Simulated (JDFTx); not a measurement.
The system is P.

```xyz
4
Lattice="1.6477 -5.4650 0.0000 1.6477 5.4650 0.0000 0.0000 0.0000 4.5436" Properties=species:S:1:pos:R:3 pbc="T T T"
P     1.6477   -4.4173    2.6754
P     1.6477    4.4173    1.8683
P     1.6477   -1.0477    0.4035
P     1.6477    1.0477    4.1401
```

Base run:

- Program: JDFTx 1.7.0 (patched build)
- Functional: PBEsol
- Potentials or basis: PseudoDojo-SR-PBEsol-0.4.1-standard with smoothed tails
- Cutoff: 599 eV
- Density cutoff: 4789 eV
- k mesh: 8 × 8 × 6
- Occupations: fermi-dirac, width 0.05 eV
- Spin: no spin polarisation

Its results: band gap on the k mesh 0.01 eV, direct; pressure -0.6 GPa; largest force 0.297 eV/Å.

The run is repeated on the same cell with these changes: functional from PBEsol to LDA; potentials or basis from PseudoDojo-SR-PBEsol-0.4.1-standard with smoothed tails to PseudoDojo-SR-LDA-0.4.1-standard with smoothed tails; cutoff from 599 eV to 653 eV; density cutoff from 4789 eV to 5225 eV. What comes out?

Band gap on the k mesh 0.02 eV, direct; pressure -2.3 GPa; largest force 0.174 eV/Å.

Caveats: the empty levels aren't tightly converged.

A k mesh can miss the band edges.
